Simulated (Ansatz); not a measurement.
**Fields on a plane of LaAlO3 (cubic perovskite)**

```yaml
crystal:
  lattice:
    - [3.81241, 0.00000, 0.00000]
    - [0.00000, 3.81241, 0.00000]
    - [0.00000, 0.00000, 3.81241]
  atoms:
    - { symbol: La, position: [0.00000, 0.00000, 0.00000] }
    - { symbol: Al, position: [0.50000, 0.50000, 0.50000] }
    - { symbol: O, position: [0.00000, 0.50000, 0.50000] }
    - { symbol: O, position: [0.50000, 0.50000, 0.00000] }
    - { symbol: O, position: [0.50000, 0.00000, 0.50000] }
```

The slice is a {100} plane (indices of the conventional cell) through the point (0.500, 0.500, 0.500) (fractional), spanned by u = [100] and v = [010] in vectors of this cell: u (3.81 Å) and v (3.81 Å, at 90° to u). It covers one period; positions are fractions (u, v).

Atoms on it: Al at (0.00, 0.00); O at (0.50, 0.00); O at (0.00, 0.50).

Computed with PBE (plane waves to 420 eV, PAW, scalar-relativistic; Ansatz, an electronic-structure program). k mesh 9×9×9. Inside the PAW spheres the values are not all-electron values, and peaks at nuclei hang on which shells count as valence. LaAlO3 is run without spin polarisation. LaAlO3 was relaxed with its symmetry unable to fall. This is a high-temperature form of LaAlO3.

```
|      ..::--==++**%%@@@@@@@@@@%%**++==--::..    |
|      ..::--==++**##%%@@@@@@%%##**++==--::..    |
|........::----==++**##%%%%%%##**++==----::......|
|::::::::::::----==++**********++==----::::::::::|
|--------::::::----====++++++====----::::::------|
|======----::::::::------==------::::::::----====|
|++++++==----::::::::::::::::::::::::::----==++++|
|##****++==--::::..................::::--==++****|
|%%%%##**++==--::..................::--==++**##%%|
|@@@@%%##**==--::....          ....::--==**##%%@@|
|@@@@@@%%**++--::....          ....::--++**%%@@@@|
|@@@@@@%%**++==::....          ....::==++**%%@@@@|
|@@@@@@%%**++--::....          ....::--++**%%@@@@|
|@@@@%%##**==--::....          ....::--==**##%%@@|
|%%%%##**++==--::..................::--==++**##%%|
|##****++==--::::..................::::--==++****|
|++++++==----::::::::::::::::::::::::::----==++++|
|======----::::::::------==------::::::::----====|
|--------::::::----====++++++====----::::::------|
|::::::::::::----==++**********++==----::::::::::|
|........::----==++**##%%%%%%##**++==----::......|
|      ..::--==++**##%%@@@@@@%%##**++==--::..    |
|      ..::--==++**%%@@@@@@@@@@%%**++==--::..    |
|      ..::--==++##%%@@@@@@@@@@%%##++==--::..    |
```
Scale: ten equal steps from -1.29 (start of ' ') to 0.89 (end of '@'), in the order ' .:-=+*#%@'. Values: log₁₀ of the valence density in e/Å³. The map has 24 points along u (two characters each, u = 0 at the left) and 24 along v (v = 0 in the bottom row). The scale is logarithmic, as a density can span decades between atoms and voids.

```
|xxxxxxxxxx    ..xxxxxxxxxxxxxxxxxx..    xxxxxxxx|
|xxxxxxxxxx    --xxxxxxxxxxxxxxxxxx--    xxxxxxxx|
|xxxxxxxxxx  ..++xxxxxxxxxxxxxxxxxx++..  xxxxxxxx|
|xxxxxxxx    ==**##xxxxxxxxxxxxxx##**==    xxxxxx|
|xx        --**%%%%%%@@%%xx%%@@%%%%%%**--        |
|      ..==**##%%@@@@@@@@@@@@@@@@@@%%##**==..    |
|xx..--++**%%%%@@@@@@@@@@@@@@@@@@@@@@%%%%**++--..|
|xxxxxxxx##%%@@@@@@@@@@@@@@@@@@@@@@@@@@%%##xxxxxx|
|xxxxxxxxxx%%@@@@@@@@%%%%%%%%%%@@@@@@@@%%xxxxxxxx|
|xxxxxxxxxx@@@@@@@@%%%%%%%%%%%%%%@@@@@@@@xxxxxxxx|
|xxxxxxxxxx%%@@@@@@%%%%######%%%%@@@@@@%%xxxxxxxx|
|xxxxxxxxxxxx@@@@@@%%%%######%%%%@@@@@@xxxxxxxxxx|
|xxxxxxxxxx%%@@@@@@%%%%######%%%%@@@@@@%%xxxxxxxx|
|xxxxxxxxxx@@@@@@@@%%%%%%%%%%%%%%@@@@@@@@xxxxxxxx|
|xxxxxxxxxx%%@@@@@@@@%%%%%%%%%%@@@@@@@@%%xxxxxxxx|
|xxxxxxxx##%%@@@@@@@@@@@@@@@@@@@@@@@@@@%%##xxxxxx|
|xx..--++**%%%%@@@@@@@@@@@@@@@@@@@@@@%%%%**++--..|
|      ..==**##%%@@@@@@@@@@@@@@@@@@%%##**==..    |
|xx        --**%%%%%%@@%%xx%%@@%%%%%%**--        |
|xxxxxxxx    ==**##xxxxxxxxxxxxxx##**==    xxxxxx|
|xxxxxxxxxx  ..++xxxxxxxxxxxxxxxxxx++..  xxxxxxxx|
|xxxxxxxxxx    --xxxxxxxxxxxxxxxxxx--    xxxxxxxx|
|xxxxxxxxxx    ..xxxxxxxxxxxxxxxxxx..    xxxxxxxx|
|xxxxxxxxxxxx  xxxxxxxxxxxxxxxxxxxxxx  xxxxxxxxxx|
```
Scale: ten equal steps from 1.00 (start of ' ') to 9.76 (end of '@'), in the order ' .:-=+*#%@'. Values: electrostatic potential energy of an electron, from the cell's mean, in eV. The map has 24 points along u (two characters each, u = 0 at the left) and 24 along v (v = 0 in the bottom row). Points within 0.8 Å of a nucleus are blanked (x), as the pseudised field means little there. Values under 1 eV are set to 1. The zero, the cell's mean, hangs on the PAW cores.

The density on the Al–O line (1.91 Å) at its midpoint is 0.57 e/Å³ and the ELF at that point is 0.77. ELF maximum in the middle third of the Al–O line: 0.85, 1.2 Å from Al. Element round which the density of the highest valence band (whole band, smooth part) is largest on this plane: O. Element round which the density of the lowest conduction band (whole band as if filled, smooth part) is largest on this plane: O.
